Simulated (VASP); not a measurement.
# Y (Fd-3m) in VASP: single point with PBEsol

Aim: the single point of Y with PBEsol.

Program: VASP 6.6.1. These are calculated values, not measurements. Logs are shortened: lines on timing, memory, paths and dates and some standing lists are left out, and cuts for length are marked.

### 1 Starting point

The structure is cubic, space group Fd-3m (No. 227). Conventional cell: a = 6.850 Å, b = 6.850 Å, c = 6.850 Å, α = 90.00°, β = 90.00°, γ = 90.00°. Y (site symmetry -43m) is surrounded by 4 Y at 2.97 Å.

The cell was built by a generator and needn't be a form met in nature.

### 2 Single point, PBEsol

The input, INCAR:

```
  PREC = Accurate
  ENCUT = 520
  EDIFF = 1E-7
  ISMEAR = -1
  SIGMA = 0.13605693000000002
  LREAL = F
  LASPH = T
  NELM = 80
  ALGO = Normal
  ISIF = 2
  LWAVE = F
  LCHARG = F
  GGA = PS
  NBANDS = 18
```

The input, KPOINTS:

```
regular mesh
0
Gamma
  8 8 8
```

The input, POSCAR:

```
Y
1.0
    0.0000000000      3.4252162117      3.4252162117
    3.4252162117      0.0000000000      3.4252162117
    3.4252162117      3.4252162117      0.0000000000
Y
2
Direct
    0.0000000000      0.0000000000      0.0000000000
    0.2500000000      0.2500000000      0.2500000000
```

Potentials or basis: VASP PAW PBE potentials, release 64 (Y_sv).

Command:

```sh
> cat potpaw_PBE.64/Y_sv/POTCAR > POTCAR
> mpirun -np 1 vasp_std > vasp.out
```

OUTCAR:

```text
PREC = Accurate
   ENCUT = 520
   EDIFF = 1E-7
   ISMEAR = -1
   LREAL = F
   LASPH = T
   NELM = 80
   ISIF = 2
   GGA = PS

 ion  position               nearest neighbor table
   1  0.000  0.000  0.000-   2 2.97   2 2.97   2 2.97   2 2.97
   2  0.250  0.250  0.250-   1 2.97   1 2.97   1 2.97   1 2.97

  LATTYP: Found a face centered cubic cell.
 ALAT       =     6.8504324234

  Lattice vectors:

 A1 = (   0.0000000000,   3.4252162117,   3.4252162117)
 A2 = (   3.4252162117,   0.0000000000,   3.4252162117)
 A3 = (   3.4252162117,   3.4252162117,   0.0000000000)

Analysis of symmetry for initial positions (statically):
=====================================================================
 Subroutine PRICEL returns:
 Original cell was already a primitive cell.

 Routine SETGRP: Setting up the symmetry group for a
 face centered cubic supercell.

 Subroutine GETGRP returns: Found 48 space group operations
 (whereof 24 operations were pure point group operations)
 out of a pool of 48 trial point group operations.

The static configuration has the point symmetry T_d .
 The point group associated with its full space group is O_h .

Analysis of symmetry for dynamics (positions and initial velocities):
=====================================================================
 Subroutine PRICEL returns:
 Original cell was already a primitive cell.

 Routine SETGRP: Setting up the symmetry group for a
 face centered cubic supercell.

 Subroutine GETGRP returns: Found 48 space group operations
 (whereof 24 operations were pure point group operations)
 out of a pool of 48 trial point group operations.

The dynamic configuration has the point symmetry T_d .
 The point group associated with its full space group is O_h .

 Subroutine INISYM returns: Found 48 space group operations
 (whereof 24 operations are pure point group operations),
 and found     1 'primitive' translations

----------------------------------------------------------------------------------------

                                     Primitive cell

  volume of cell :      80.3700

  direct lattice vectors                    reciprocal lattice vectors
     0.000000000  3.425216212  3.425216212    -0.145976186  0.145976186  0.145976186
     3.425216212  0.000000000  3.425216212     0.145976186 -0.145976186  0.145976186
     3.425216212  3.425216212  0.000000000     0.145976186  0.145976186 -0.145976186

  length of vectors
     4.843987221  4.843987221  4.843987221     0.252838171  0.252838171  0.252838171

  position of ions in fractional coordinates (direct lattice)
     0.000000000  0.000000000  0.000000000
     0.250000000  0.250000000  0.250000000

  ion indices of the primitive-cell ions
   primitive index   ion index
                 1           1
                 2           2

----------------------------------------------------------------------------------------

 KPOINTS: regular mesh

Automatic generation of k-mesh.
 Grid dimensions read from file:
 generate k-points for:    8    8    8

 Generating k-lattice:

  Cartesian coordinates                     Fractional coordinates (reciprocal lattice)
    -0.018247023  0.018247023  0.018247023     0.125000000  0.000000000  0.000000000
     0.018247023 -0.018247023  0.018247023     0.000000000  0.125000000  0.000000000
     0.018247023  0.018247023 -0.018247023     0.000000000  0.000000000  0.125000000

  Length of vectors
     0.031604771  0.031604771  0.031604771

  Shift w.r.t. Gamma in fractional coordinates (k-lattice)
     0.000000000  0.000000000  0.000000000

 Subroutine IBZKPT returns following result:
 ===========================================

 Found     29 irreducible k-points:

 Following reciprocal coordinates:
            Coordinates               Weight
  0.000000  0.000000  0.000000      1.000000
  0.125000  0.000000  0.000000      8.000000
  0.250000  0.000000  0.000000      8.000000
  0.375000  0.000000  0.000000      8.000000
  0.500000  0.000000  0.000000      4.000000
  0.125000  0.125000  0.000000      6.000000
[... 16 lines left out ...]
  0.500000  0.250000  0.125000     48.000000
 -0.375000  0.250000  0.125000     24.000000
 [... further k-points ...]
   k-points           NKPTS =     29   k-points in BZ     NKDIM =     29   number of bands    NBANDS=     18
   number of dos      NEDOS =    301   number of ions     NIONS =      2
   total plane-waves  NPLWV =  46656
   dimension x,y,z NGX =    36 NGY =   36 NGZ =   36
   dimension x,y,z NGXF=    72 NGYF=   72 NGZF=   72
   ions per type =               2
   NGX,Y,Z   is equivalent  to a cutoff of  12.36, 12.36, 12.36 a.u.
   NGXF,Y,Z  is equivalent  to a cutoff of  24.71, 24.71, 24.71 a.u.
 SYSTEM =  unknown system
   PREC   = accura    normal or accurate (medium, high low for compatibility)
   ISTART =      0    job   : 0-new  1-cont  2-samecut
   ICHARG =      2    charge: 1-file 2-atom 10-const
   ISPIN  =      1    spin polarized calculation?
   LNONCOLLINEAR =      F non collinear calculations
   LSORBIT =      F    spin-orbit coupling
   LASPH  =      T    aspherical Exc in radial PAW
   ENCUT  =  520.0 eV  38.22 Ry    6.18 a.u.   9.01  9.01  9.01*2*pi/ulx,y,z
   NELM   =     80;   NELMIN=  2; NELMDL= -5     # of ELM steps
   EDIFF  = 0.1E-06   stopping-criterion for ELM
   LREAL  =      F    real-space projection
   EDIFFG = 0.1E-05   stopping-criterion for IOM
   NSW    =      0    number of steps for IOM
   IBRION =     -1    ionic relax: 0-MD 1-quasi-New 2-CG
   NFREE  =      0    steps in history (QN), initial steepest desc. (CG)
   ISIF   =      2    stress and relaxation
   ISYM   =      2    0-nonsym 1-usesym 2-fastsym
   POTIM  = 0.5000    time-step for ionic-motion
   TEBEG  =    0.0;   TEEND  =   0.0 temperature during run
   PSTRESS=    0.0 pullay stress
   NELECT =      22.0000    total number of electrons
   NUPDOWN=      -1.0000    fix difference up-down
   EMIN   =  10.00;   EMAX   =-10.00  energy-range for DOS
   EFERMI =   0.00;   METHOD = LEGACY
   ISMEAR =    -1;   SIGMA  =   0.14  broadening in eV -4-tet -1-fermi 0-gaus
   EFERMI_NEDOS =   21; number of points for ismear=-14 and -15
   IALGO  =     38    algorithm
   IMIX   =      4    mixing-type and parameters
     AMIX     =   0.40;   BMIX     =  1.00
     AMIX_MAG =   1.60;   BMIX_MAG =  1.00
  volume/ion in A,a.u.               =      40.19       271.18
  Fermi-wavevector in a.u.,A,eV,Ry     =   1.062962  2.008707 15.373062  1.129888
  Thomas-Fermi vector in A             =   2.198431
   LORBIT       =      0    0 simple, 1 ext, 2 COOP (PROOUT), +10 PAW based schemes
   GGA     = PS    functional components
   LHFCALC =     F    Hartree Fock is set to
   AEXX    =    0.0000 exact exchange contribution
   IVDW    =     0    specifies the selected vdW correction
   LEPSILON=     F    determine dielectric tensor
   LRPA    =     F    only Hartree local field effects (RPA)
 non-spin polarized calculation
  energy-cutoff  :      520.00
  volume of cell :       80.37
 maximum number of plane-waves:      2200
   NGX = 17   NGY = 17   NGZ = 17

 number of electron      22.0000001 magnetization

 Free energy of the ion-electron system (eV)
  ---------------------------------------------------
  ext. energy  EPLUGINS =         0.00000000
  ---------------------------------------------------
  free energy    TOTEN  =        -9.74840280 eV

  energy without entropy =       -9.50643715  energy(sigma->0) =       -9.62741997

 E-fermi :   1.5594     XC(G=0):  -8.5757

 val. band max:        1.5407593592   @ k =   0.3750   0.2500   0.0000
 cond. band min:       1.5669030063   @ k =  -0.2500   0.5000   0.2500
 fundamental gap:      0.0261436471
 Fermi energy:         1.5593832174

 k-point     1 :       0.0000    0.0000    0.0000
  band No.  band energies     occupation
      1     -41.5552      2.00000
      2     -41.1819      2.00000
      3     -21.8151      2.00000
      4     -21.8151      2.00000
      5     -21.8151      2.00000
      6     -21.0724      2.00000
[... 10 lines left out ...]
     17       3.7472      0.00000
     18       7.0205      0.00000

 k-point     2 :       0.1250    0.0000    0.0000
  band No.  band energies     occupation
      1     -41.5448      2.00000
      2     -41.1927      2.00000
      3     -21.8292      2.00000
      4     -21.8292      2.00000
      5     -21.8149      2.00000
      6     -21.0743      2.00000
[... 10 lines left out ...]
     17       3.7220      0.00000
     18       6.9613      0.00000

 k-point     3 :       0.2500    0.0000    0.0000
  band No.  band energies     occupation
      1     -41.5168      2.00000
      2     -41.2218      2.00000
      3     -21.8609      2.00000
      4     -21.8609      2.00000
      5     -21.8154      2.00000
      6     -21.0780      2.00000
[... 10 lines left out ...]
     17       3.8551      0.00000
     18       6.7581      0.00000

 k-point     4 :       0.3750    0.0000    0.0000
  band No.  band energies     occupation
      1     -41.4817      2.00000
      2     -41.2580      2.00000
      3     -21.8903      2.00000
      4     -21.8903      2.00000
      5     -21.8172      2.00000
      6     -21.0801      2.00000
[... 375 lines left out ...]
      4     -21.8981      2.00000
      5     -21.7230      2.00000
      6     -21.1737      2.00000
[... 10 lines left out ...]
     17       4.0155      0.00000
     18       5.7862      0.00000

 k-point    23 :       0.5000    0.2500    0.1250
  band No.  band energies     occupation
      1     -41.4563      2.00000
      2     -41.2840      2.00000
      3     -21.9717      2.00000
      4     -21.9238      2.00000
      5     -21.6809      2.00000
      6     -21.2155      2.00000
[... 10 lines left out ...]
     17       4.5116      0.00000
     18       5.3001      0.00000

 k-point    24 :      -0.3750    0.2500    0.1250
  band No.  band energies     occupation
      1     -41.4362      2.00000
      2     -41.3044      2.00000
      3     -21.9855      2.00000
      4     -21.9357      2.00000
      5     -21.6617      2.00000
      6     -21.2342      2.00000
[... 10 lines left out ...]
     17       4.3581      0.00000
     18       5.7113      0.00000

 [... further k-points ...]

------------------------ aborting loop because EDIFF is reached ----------------------------------------

  FORCE on cell =-STRESS in cart. coord.  units (eV):
  Direction    XX          YY          ZZ          XY          YZ          ZX
  --------------------------------------------------------------------------------------
  -------------------------------------------------------------------------------------
  Total        0.0091534      0.0091534      0.0091534      0.0000000      0.0000000     -0.0000000
  in kB        0.1824739      0.1824739      0.1824739      0.0000000      0.0000000     -0.0000000
  external PRESSURE =       0.1824739 kB  Pullay stress =       0.0000000 kB

 VOLUME and BASIS-vectors are now :
 -----------------------------------------------------------------------------
  energy-cutoff  :      520.00
  volume of cell :       80.37
      direct lattice vectors                 reciprocal lattice vectors
     0.000000000  3.425216212  3.425216212    -0.145976186  0.145976186  0.145976186
     3.425216212  0.000000000  3.425216212     0.145976186 -0.145976186  0.145976186
     3.425216212  3.425216212  0.000000000     0.145976186  0.145976186 -0.145976186

 POSITION                                       TOTAL-FORCE (eV/Angst)
 -----------------------------------------------------------------------------------
      0.00000      0.00000      0.00000         0.000000      0.000000      0.000000
      1.71261      1.71261      1.71261        -0.000000     -0.000000     -0.000000
 -----------------------------------------------------------------------------------
    total drift:                                0.000000      0.000000      0.000000

  FREE ENERGIE OF THE ION-ELECTRON SYSTEM (eV)
  ---------------------------------------------------
  free  energy   TOTEN  =        -9.7484027954 eV

  energy  without entropy=       -9.5064371536  energy(sigma->0) =       -9.62741997
```

It took 51 s on 1 thread of Intel Xeon Platinum 8488C (Sapphire Rapids), shared host; peak memory 0.22 GiB.

What came out:

| Item | Value |
| --- | --- |
| Free energy | -9.7484 eV |
| Pressure | 0.0 GPa |
| Band gap on the k mesh | none (metal or under the smearing width) |

Caveat: the PAW data sets were made with another functional, which shifts forces and pressure a little.
